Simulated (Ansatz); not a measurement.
GaN (P6_3mc) at 3 levels of theory

One geometry, relaxed with PBE; plane waves with PAW potentials in Ansatz, scalar-relativistic. No spin polarisation. Gaps are the least over mesh and band path; pressure is positive in compression, and isn't given for hybrids.

Space group P6_3mc (No. 186). a = 3.218 Å, b = 3.218 Å, c = 5.243 Å, α = 90.00°, β = 90.00°, γ = 120.00°
```csv
atom,site,symmetry,x,y,z
Ga,2b,3m.,0.3333,0.6667,0.9991
N,2b,3m.,0.3333,0.6667,0.3759
```

| level | cutoff (eV) | k mesh | gap (eV) | pressure (GPa) |
| --- | --- | --- | --- | --- |
| PBE | 420 | 12×12×6 | 1.71 | 0.0 |

What comes out on the same cell with r2SCAN, HSE06?

```tsv
level	cutoff (eV)	k mesh	gap (eV)	pressure (GPa)
r2SCAN	500	12×12×6	2.12	-6.1
HSE06	420	6×6×4	2.94	-
```

It was relaxed from a cell as deposited in COD.
